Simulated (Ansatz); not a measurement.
Computed with DFT PBE, scalar-relativistic, plane waves, PAW in Ansatz. Settings: cutoff 420 eV, Γ-centred meshes spaced at most about 0.3 Å⁻¹, and about 0.25 Å⁻¹ or finer for metals (2π included), Gaussian smearing. No spin polarisation.

Each guess is relaxed in cell and atoms at zero pressure, on a coarse mesh first where it starts far from rest and then on a converged one. The steps can't lower the symmetry of the start, but it can rise. Energies are static (0 K, no zero-point motion).

Two unrelaxed guesses for Y5N:

A.

```xyz
6
Lattice="5.4974 0.0000 0.0000 -2.7487 4.7609 0.0000 0.0000 0.0000 5.6090" Properties=species:S:1:pos:R:3 pbc="T T T"
Y     2.7487    0.0000    0.0000
Y    -1.3743    2.3804    0.0000
Y     1.3743    2.3804    0.0000
Y     0.0000    3.1739    2.8045
Y     2.7487    1.5869    2.8045
N     0.0000    0.0000    2.8045
```

B.

```xyz
6
Lattice="4.8451 0.0000 0.0000 -2.4225 4.1959 0.0000 0.0000 0.0000 6.5769" Properties=species:S:1:pos:R:3 pbc="T T T"
Y     2.4226    1.3986    5.2352
Y     0.0000    0.0000    0.0000
Y     2.4226    1.3986    1.3418
Y     0.0000    2.7973    1.3418
Y     0.0000    2.7973    5.2352
N     0.0000    0.0000    3.2885
```

Problem. Do they relax into the same structure? If not, which is lower?

Solution. No. B ends lower, by 0.61 eV/atom. A: P6/mmm at 24.5 Å³/atom → P6/mmm at 33.3 Å³/atom; B: P6/mmm at 22.3 Å³/atom → P6/mmm at 27.4 Å³/atom. Counting Y atoms around N (those within 1.25 times the shortest such distance or 1.15 times the sum of covalent radii, 1.27 where that leaves under three; a plus sign parts nearer from farther groups; the shortest distance is added where it exceeds 1.18 times the sum of covalent radii), the end of A has N 6+12 from 3.6 Å and the end of B has N 2+12. End of A. Conventional cell: a = 6.187 Å, c = 6.031 Å. Y on a site of symmetry -6m2 is surrounded by 9 Y at 3.50–3.57 Å and 3 N at 3.57 Å; Y on a site of symmetry mmm is surrounded by 4 Y at 3.09 Å and 4 Y at 3.50 Å; around N lie 6 Y at 3.57 Å and 12 Y at 4.32 Å. End of B. Conventional cell: a = 5.658 Å, c = 5.923 Å. Y on a site of symmetry 3m has 2 Y at 2.95–2.98 Å, 3 Y at 3.27 Å, 3 Y at 3.58 Å and 3 N at 3.59 Å; Y on a site of symmetry 6/mmm is surrounded by 2 N at 2.96 Å and 12 Y at 3.58 Å; around N lie 2 Y at 2.96 Å and 12 Y at 3.59 Å.

Ends held by symmetry can be saddle points. Neither end is the lowest form computed: that has space group P6/mmm (No. 191) and lies 212 meV/atom below the better end. Even the lowest of the cells shown lies +0.84 eV/atom against the elements. Some structure types and database cells were kept out of the candidates from the start, so a known form may be missing.
